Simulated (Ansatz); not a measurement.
The reference is LaAlO₃ (space group R-3c, No. 167; a = 5.3534 Å, c = 13.0483 Å (hexagonal axes)).

Calculations: PBEsol (Ansatz, a program for electronic structure; PAW; 420 eV plane waves; no spin-orbit coupling).

Base values:

```
Property                        Result
-----------------------------  -------
Shortest interatomic distance  1.899 Å
Band gap                       3.94 eV
```

The change: cell and atoms relaxed at a pressure of 9 GPa.

Task: How does this affect the shortest interatomic distance and band gap?

Result: The shortest interatomic distance decreases by 0.030 Å, from 1.899 Å to 1.869 Å; the band gap falls by 0.08 eV (3.94 eV → 3.86 eV).

Load acts through the strain it causes; cell and atoms are relaxed under it. Whether these cells are dynamically stable was not tested. No other phases were tried under pressure.
